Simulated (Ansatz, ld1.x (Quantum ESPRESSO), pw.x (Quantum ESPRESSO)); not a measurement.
## What a changed setting does to a pw.x run (bcc Al)

Potential: norm-conserving Troullier–Martins (Kleinman–Bylander form), ld1.x (Quantum ESPRESSO) 7.5, PBE; core [Ne], reference 3s2 3p1; waves: 3s (bound): rc 1.95 bohr; 3p (bound): rc 1.85 bohr; 3d channel at -0.2 Ry: rc 2.10 bohr; local part: the d channel; core correction: none.

The reference run (k-mesh 14³, cutoffs 40/160 Ry, Fermi–Dirac 0.01 Ry, mixing_beta 0.4, conv_thr 1e-9, no spin) gives 0.41 GPa at 16.945 Å³/atom, where all-electron LAPW gives 0.07 GPa. This run, with its own iteration cap, changes nosym to true.

```
&control
  calculation='scf', prefix='x', pseudo_dir='./', outdir='./tmp', tstress=.true., disk_io='none'
/
&system
  ibrav=0, nat=1, ntyp=1, ecutwfc=40, ecutrho=160, nbnd=8,
  occupations='smearing', smearing='fd', degauss=0.01, nosym=.true.
/
&electrons
  conv_thr=1e-09, mixing_beta=0.4, electron_maxstep=50
/
ATOMIC_SPECIES
Al 1.0 Al.UPF
CELL_PARAMETERS angstrom
  -1.61805716 1.61805716 1.61805716
  1.61805716 -1.61805716 1.61805716
  1.61805716 1.61805716 -1.61805716
ATOMIC_POSITIONS crystal
Al 0.0000 0.0000 0.0000
K_POINTS automatic
14 14 14 0 0 0
```

```bash
pw.x < Al.scf.in > Al.scf.out
```

Q: How does the run end?

A: It converges in 6 iterations; the free energy moves by +0.0 meV/atom and the pressure by +0.00 GPa. The result is that of the reference run.

```
lattice parameter (alat)  =       5.2961  a.u.
     unit-cell volume          =     114.3505 (a.u.)^3
     number of electrons       =         3.00
     number of Kohn-Sham states=            8
     kinetic-energy cutoff     =      40.0000  Ry
     charge density cutoff     =     160.0000  Ry
     scf convergence threshold =      1.0E-09
     Exchange-correlation= PBE
     number of k points=  1376  Fermi-Dirac smearing, width (Ry)=  0.0100
     iteration #  1     ecut=    40.00 Ry     beta= 0.40
     total energy              =      -4.14307043 Ry
     estimated scf accuracy    <       0.00528467 Ry
     iteration #  2     ecut=    40.00 Ry     beta= 0.40
     total energy              =      -4.14296649 Ry
     estimated scf accuracy    <       0.00178064 Ry
     iteration #  3     ecut=    40.00 Ry     beta= 0.40
     total energy              =      -4.14301094 Ry
     estimated scf accuracy    <       0.00000216 Ry
     iteration #  4     ecut=    40.00 Ry     beta= 0.40
     total energy              =      -4.14301324 Ry
     estimated scf accuracy    <       0.00000065 Ry
     iteration #  5     ecut=    40.00 Ry     beta= 0.40
     total energy              =      -4.14301333 Ry
     estimated scf accuracy    <       0.00000002 Ry
     iteration #  6     ecut=    40.00 Ry     beta= 0.40
     the Fermi energy is     7.6784 ev
!    total energy              =      -4.14301335 Ry
     estimated scf accuracy    <          3.1E-10 Ry
     smearing contrib. (-TS)   =      -0.00173539 Ry
     The total energy is F=E-TS. E is the sum of the following terms:
     one-electron contribution =       2.79993965 Ry
     hartree contribution      =       0.00466750 Ry
     xc contribution           =      -1.59001905 Ry
     ewald contribution        =      -5.35586606 Ry
     convergence has been achieved in   6 iterations
          total   stress  (Ry/bohr**3)                   (kbar)     P=        4.07
     Message from routine punch:
     Nothing written, as per user request (disk_io='none')
```

The run took about 64 s on one core of a shared host (Neoverse-V1, 32 threads, 247 GiB, load 26).
